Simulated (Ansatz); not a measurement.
A distorted cell of ZrO2 (fluorite):

```yaml
crystal:
  lattice:
    - [0.00000, 5.06407, 5.06407]
    - [2.53204, 0.00000, 2.53204]
    - [2.53204, 2.53204, 0.00000]
  atoms:
    - { symbol: Zr, position: [0.00000, 0.00000, 0.00000] }
    - { symbol: Zr, position: [0.49131, 0.98262, 0.01738] }
    - { symbol: O, position: [0.12500, 0.25000, 0.25000] }
    - { symbol: O, position: [0.62500, 0.25000, 0.25000] }
    - { symbol: O, position: [0.37500, 0.75000, 0.75000] }
    - { symbol: O, position: [0.87500, 0.75000, 0.75000] }
```

These are PBEsol (plane waves to 420 eV, PAW, scalar-relativistic; Ansatz, an electronic-structure program) values and carry that method's errors. k mesh 9×9×9 (Γ-centred), Fermi-Dirac smearing 0.05 eV. The energy includes the smearing's −TS. Stress and pressure are positive under compression. This is a high-temperature form of ZrO2. ZrO2 is run without spin polarisation. ZrO2 was relaxed with its symmetry unable to fall.

Question: Predict the force on every atom, in eV/Å.

Answer: 
```
atom      Fx      Fy      Fz
----  ------  ------  ------
Zr1    0.379  -0.379  -0.371
Zr2   -0.380   0.380   0.860
O3    -0.056   0.056  -0.013
O4     0.066  -0.066  -0.231
O5     0.088  -0.088  -0.283
O6    -0.097   0.097   0.037
```

Question: Give the stress tensor in GPa and the pressure.

Answer: 
```
   0.50     0.12    -0.06
   0.12     0.50     0.06
  -0.06     0.06     0.42
```
The pressure, a third of the trace, is 0.47 GPa.

Question: In it atom 2 sits (0.000, 0.000, -0.088) Å away from its relaxed site. What is its energy relative to the relaxed cell?

Answer: 37.3 meV/cell.

(A displaced cell: forces are minus the slopes of the energy, force constants its curvatures, and phonons follow from these.)
